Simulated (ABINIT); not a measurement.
The system is CdSe.

```xyz
2
Lattice="0.0000 3.0703 3.0703 3.0703 0.0000 3.0703 3.0703 3.0703 0.0000" Properties=species:S:1:pos:R:3 pbc="T T T"
Cd    0.0000    0.0000    0.0000
Se    1.5351    1.5351    1.5351
```

Measurements of this composition are mostly on another form, of space group No. 186.

| Quantity | Value |
| --- | --- |
| Program | ABINIT 10.8.3 (patched build) |
| Task | relaxation of cell and atoms |
| Functional | PBE |
| Potentials or basis | JTH PAW PBE v2.0 |
| Cutoff | 599 eV |
| k mesh | 6 × 6 × 6 |
| Occupations | fermi-dirac, width 0.05 eV |
| Spin | no spin polarisation |

At the start: pressure 1.4 GPa; volume 28.94 Å³/atom.

Question: How do energy, volume and symmetry change on relaxing?

Answer: Over 4 steps the energy falls by 3.4 meV/atom and the volume is 29.77 Å³/atom (+2.8 %); space group F-43m (No. 216, to 0.05 Å).

The path:
| step | energy change (eV) | largest force (eV/Å) | pressure (GPa) | volume (Å³) |
| --- | --- | --- | --- | --- |
| 1 | 0.0000 | 0.0000 | 1.35 | 57.88 |
| 2 | -0.0018 | 0.0000 | 1.14 | 58.12 |
| 3 | -0.0068 | 0.0000 | 0.05 | 59.47 |
| 4 | -0.0068 | 0.0000 | 0.00 | 59.53 |

Final structure:
```
CELL_PARAMETERS angstrom
0.00000 3.09915 3.09915
3.09915 0.00000 3.09915
3.09915 3.09915 0.00000
ATOMIC_POSITIONS crystal
Cd 0.00000 0.00000 0.00000
Se 0.25000 0.25000 0.25000
```
